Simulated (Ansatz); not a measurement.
Theory: DFT PBE, scalar-relativistic, plane waves, PAW in Ansatz 0.2.0. All cells share a 420 eV cutoff and Γ-centred k meshes spaced at most about 0.3 Å⁻¹ (about 0.25 or finer for metals, 2π included). No spin polarisation.

The zero of energy is the elements' standard structures at the same level; no fitted shifts are applied.

Temperature and zero-point effects are left out. The comparison covers the computed candidates alone. The reference form of Se is held partly by dispersion forces, which this level lacks.

A search for Be2Se gave 14 distinct relaxed structures. Coordination counts Se atoms around Be (those within 1.25 times the shortest such distance or 1.15 times the sum of covalent radii, 1.27 where that leaves under three; the shortest distance is added where it exceeds 1.18 times the sum of covalent radii; a slash parts the counts of unlike sites). Cells relaxed within their symmetry can be saddle points.

Q: Which structure of Be2Se came out lowest?

A: The one with space group P-4m2 (No. 115), reached from: a cell proposed by chemical analogy. It has a = 3.462 Å, c = 11.317 Å, 15.1 Å³/atom, no gap on the mesh. Be on a site of symmetry 2mm is surrounded by 2 Se at 2.19 Å and 4 Be at 2.37 Å; Be on a site of symmetry -4m2 has 8 Be at 2.37–2.45 Å; around Be on a second site of symmetry -4m2 lie 8 Be at 2.37–2.45 Å and 2 Se at 2.95 Å; Se on a site of symmetry 2mm has 4 Be at 2.19–2.20 Å; 2 more sites not described. Its energy over the elements is −0.13 eV/atom. Whether it is stable depends on the other phases of the system, which aren't compared here. An observed structure of this formula, if there is one, may be missing.

```cif
data_structure
_symmetry_space_group_name_H-M 'P-4m2'
_symmetry_Int_Tables_number 115
_cell_length_a 3.4623
_cell_length_b 3.4623
_cell_length_c 11.3165
_cell_angle_alpha 90.000
_cell_angle_beta 90.000
_cell_angle_gamma 90.000
_cell_volume 135.65
loop_
_atom_site_label
_atom_site_type_symbol
_atom_site_symmetry_multiplicity
_atom_site_Wyckoff_symbol
_atom_site_fract_x
_atom_site_fract_y
_atom_site_fract_z
_atom_site_occupancy
Be1 Be 2 g 0.50000 0.00000 0.64272 1
Be2 Be 1 d 0.00000 0.00000 0.50000 1
Be3 Be 1 c 0.50000 0.50000 0.50000 1
Be4 Be 2 g 0.50000 0.00000 0.11897 1
Se1 Se 2 f 0.50000 0.50000 0.76105 1
Se2 Se 1 a 0.00000 0.00000 0.00000 1
```

Q: How much higher is the Pnnm structure with 15.8 Å³/atom and coordination Be 3 (reached from: CaCl2 type (Pnnm))?

A: 0.50 eV/atom. It has no gap on its mesh.

Q: How much higher is the P4/nmm structure with 14.6 Å³/atom and coordination Be 4/4 from 2.9 Å (reached from: a cell proposed by chemical analogy)?

A: 0.32 eV/atom. It has no gap on its mesh.

Some candidate types were left out of the draw beforehand, so a known form may be missing.
